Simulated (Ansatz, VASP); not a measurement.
## One calculation of Na, two programs

File INCAR:

```
SYSTEM = Na
PREC     = Accurate       ! precision mode
ENCUT    = 520            ! plane-wave cutoff, eV
EDIFF    = 1E-7           ! SCF threshold, eV
ISMEAR   = -1             ! smearing method
SIGMA    = 0.1            ! smearing width, eV
LREAL    = .FALSE.        ! projectors in reciprocal space
LASPH    = .TRUE.         ! aspherical terms in the spheres
NELM     = 60             ! most SCF steps
ALGO     = Normal         ! electronic algorithm
ISIF     = 2              ! what is computed and relaxed
LWAVE    = .FALSE.        ! write WAVECAR
LCHARG   = .FALSE.        ! write CHGCAR
GGA      = PS             ! functional
NBANDS   = 10             ! bands
```

File KPOINTS:

```
Automatic mesh
0
G
  12 12 12
  0 0 0
```

POSCAR

```
Na
1.0
    0.0000000000      2.6641446021      2.6641446021
    2.6641446021      0.0000000000      2.6641446021
    2.6641446021      2.6641446021      0.0000000000
Na
1
Direct
    0.0000000000      0.0000000000      0.0000000000
```

Input for Ansatz:

```yaml
crystal:
  lattice:
    - [0.0, 2.6641446021, 2.6641446021]
    - [2.6641446021, 0.0, 2.6641446021]
    - [2.6641446021, 2.6641446021, 0.0]
  atoms:
    - { symbol: Na, position: [0.0, 0.0, 0.0] }
hamiltonian:
  xc: pbesol
  pseudopotentials:
    kind: paw
    azcp:
      Na: "pseudopotentials/Na.paw.azcp"
basis:
  ecutwfc: 420
  fft_grid_basis: typed
kpoints:
  mp_grid: { grid: [12, 12, 12], shift: [0, 0, 0] }
magnetization:
  spin_polarized: false
scf:
  occupations: { method: fermi_dirac, width: 0.1 }
  lower_state_search: "off"
output:
  stress: true
```

Alike in both runs: task single point; functional PBEsol; k mesh 12 × 12 × 12; occupations fermi-dirac, width 0.1 eV; no spin polarisation.

|  | VASP | Ansatz |
| --- | --- | --- |
| version | VASP 6.6.1 | Ansatz 0.2.0 |
| potentials or method | VASP PAW PBE potentials, release 64 (Na_pv) | plane waves (420 eV) with PAW, scalar-relativistic |
| plane-wave cutoff (eV) | 520 | 420 |
| valence electrons in the cell | 7 | 9 |

```tsv
	VASP	Ansatz	Ansatz less VASP
pressure (GPa)	-0.3	-0.3	0.00
```

The functional is the same, so the differences come from potentials, cutoffs and numerics. The two sets of potentials don't hold the same shells in valence. Ansatz warned: «pseudo_functional_mismatch».

Caveats: the PAW data sets were made with another functional, which shifts forces and pressure a little (VASP).
